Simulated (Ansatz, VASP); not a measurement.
Sb4Pt in VASP and in Ansatz

```
Sb Pt
1.0
    -3.28136    3.28136    3.28136
     3.28136   -3.28136    3.28136
     3.28136    3.28136   -3.28136
Sb Pt
4 1
Cartesian
  1.6407 1.6407 1.6407
  1.6407 1.6407 -1.6407
  1.6407 -1.6407 1.6407
  -1.6407 1.6407 1.6407
  0.0000 0.0000 0.0000
```

Alike in both runs: task relaxation of cell and atoms; functional PBE; k mesh 8 × 8 × 8; occupations gaussian, width 0.1 eV; no spin polarisation.

|  | VASP | Ansatz |
| --- | --- | --- |
| version | VASP 6.6.1 | Ansatz 0.2.0 |
| potentials or method | VASP PAW PBE potentials, release 64 (Sb, Pt) | scalar-relativistic, plane waves, PAW |
| plane-wave cutoff (eV) | 600 | 420 |
| valence electrons in the cell | 30 | 78 |

VASP gave:

* gap on the k mesh at the Fermi level, each at its own relaxed structure (eV): none
* relaxed volume (Å³/atom): 28.20
* relaxed cell length with the largest relative difference (Å): 5.679

**Question.** Which values does Ansatz return?

**Answer.** gap on the k mesh at the Fermi level, each at its own relaxed structure (eV): none; relaxed volume (Å³/atom): 28.27; relaxed cell length with the largest relative difference (Å): 5.683.

A gap of «none» marks a metal or a gap that the smearing closes. The two sets of potentials don't hold the same shells in valence.

The runs have no spin-orbit coupling, so splittings on Pt, Sb are missing.
